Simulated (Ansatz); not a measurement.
Reaction (substitution at a C–C bond): `C#Cc1ccccc1` + `C[SiH2][NH][GeH3]` → `C[SiH2][N]([GeH3])c1ccccc1` + acetylene

Computed with Ansatz on PBE0-D4/def2-TZVP structures; ΔE is electronic, products minus reactants. CBS: MP2 limit from def2 TZ/QZ plus the TZ coupled-cluster correction, frozen cores. This one scheme is used for every species. DFT in def2-TZVPP. For Ge outer-core shells are correlated without core-valence functions, which leaves a few kJ/mol of doubt a bond. Scalar relativity is left out up to krypton. One conformer a species, not always the lowest.

`C#Cc1ccccc1`:

Cartesian coordinates in Å:
```
C -2.369 -0.635 -2.277
C -1.517 -0.407 -1.458
C -0.510 -0.137 -0.490
C -0.019 -1.161 0.323
C 0.961 -0.894 1.263
C 1.462 0.392 1.405
C 0.979 1.414 0.601
C -0.001 1.156 -0.342
H -3.122 -0.837 -3.000
H -0.414 -2.163 0.208
H 1.335 -1.695 1.890
H 2.229 0.598 2.143
H 1.367 2.420 0.708
H -0.382 1.949 -0.973
```

`C[SiH2][NH][GeH3]`:

Cartesian coordinates in Å:
```
C 1.304 -1.621 0.960
Si 0.695 0.120 0.679
N -0.163 0.262 -0.808
Ge -1.699 1.220 -1.120
H 1.846 -1.691 1.907
H 0.472 -2.328 0.984
H 1.989 -1.928 0.164
H 1.875 1.035 0.755
H -0.263 0.531 1.743
H 0.324 -0.015 -1.648
H -2.516 1.199 0.178
H -2.463 0.536 -2.269
H -1.401 2.679 -1.523
```

`C[SiH2][N]([GeH3])c1ccccc1`:

Z-matrix (Å, degrees):
```
C
Si 1 1.864
H 1 1.092 2 111.4
H 1 1.092 2 110.6 3 -120.3
H 1 1.093 2 110.1 3 120.0
N 2 1.742 1 111.9 3 60.0
H 2 1.486 1 110.7 3 177.0
H 2 1.492 1 109.2 3 -64.6
C 6 1.402 2 120.5 1 -52.8
Ge 6 1.857 2 121.1 1 125.5
C 9 1.399 6 120.7 2 -29.3
C 9 1.397 6 121.5 2 150.5
H 10 1.536 6 107.7 2 140.3
H 10 1.542 6 111.1 2 -99.8
H 10 1.532 6 106.8 2 20.0
C 11 1.384 9 121.0 6 179.3
H 11 1.085 9 119.6 6 -2.3
C 12 1.385 9 121.0 6 -179.9
H 12 1.085 9 119.9 6 -1.3
C 16 1.387 11 120.7 9 0.6
H 16 1.084 11 119.2 9 179.9
H 18 1.084 12 119.2 9 -180.0
H 20 1.083 16 120.6 11 179.6
```

`C#C`:

```xyz
4

C     0.015    0.568    0.189
C    -0.015   -0.568   -0.189
H     0.041    1.577    0.526
H    -0.041   -1.577   -0.526
```

CCSD(T)/CBS gives +37.3 kJ/mol.

Q: Another level gave +50.3 kJ/mol. Which?
A. CAM-B3LYP/def2-TZVPP
B. revPBE-D4/def2-TZVPP
C. PBE-QIDH/def2-TZVPP
D. r2SCAN/def2-TZVPP

A: D. r2SCAN 50.3, revPBE-D4 35.8, PBE-QIDH 46.0, CAM-B3LYP 56.1 kJ/mol.

Largest T1 diagnostic among the species: 0.013.

The D4 term adds −21.7 kJ/mol with B3LYP and −13.0 kJ/mol with PBE0; it sums over pairs of atoms, weighted by their polarisabilities, and B3LYP, whose exchange is more repulsive, gets the larger term. Leaving LDA and LC-ωPBE aside and taking each functional with its dispersion term where it has one, the values, not all of them listed here, spread over 16.8 kJ/mol, from revPBE-D4 to B2PLYP. LDA lies −18.9 kJ/mol from PBE without D4. From BLYP to BHLYP (50 % exact exchange), in def2-TZVPP and without D4, ΔE moves by −4.2 kJ/mol.

B3LYP here is the variant with VWN-RPA as its local correlation; programs differ in this.

CCSD(T)/CBS has its own doubt, a few kJ/mol and more with outer-core shells, so smaller differences from it don't rank the levels.
